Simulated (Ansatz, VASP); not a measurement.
# ZnO in VASP and in Ansatz

```
CELL_PARAMETERS angstrom
3.25250 0.00000 0.00000
-1.62625 2.81675 0.00000
0.00000 0.00000 5.24774
ATOMIC_POSITIONS crystal
Zn 0.33333 0.66667 0.00150
Zn 0.66667 0.33333 0.50150
O 0.33333 0.66667 0.38060
O 0.66667 0.33333 0.88060
```

Alike in both runs: functional PBEsol; k mesh 8 × 8 × 6; occupations gaussian, width 0.05 eV; no spin polarisation.

Ansatz relaxed the structure, and its values are those at the end. VASP's run is a single point on that final structure, the one shown.

```csv
,VASP,Ansatz
version,VASP 6.6.1,Ansatz 0.2.0
potentials or method,"VASP PAW PBE potentials, release 64 (Zn, O)","scalar-relativistic, plane waves, PAW"
plane-wave cutoff (eV),520,420
valence electrons in the cell,36,36
```

Ansatz gave:

- gap on the k mesh at the Fermi level (eV): 0.68
- least direct gap on the mesh (eV): 0.68
- pressure (GPa): -2.8

**Question.** Which values does VASP return?

**Answer.** gap on the k mesh at the Fermi level (eV): 0.66; least direct gap on the mesh (eV): 0.66; pressure (GPa): -1.9.

With one functional, cell and mesh, what is left measures potentials, basis and numerics.

Caveats: the PAW data sets were made with another functional, which shifts forces and pressure a little (VASP).
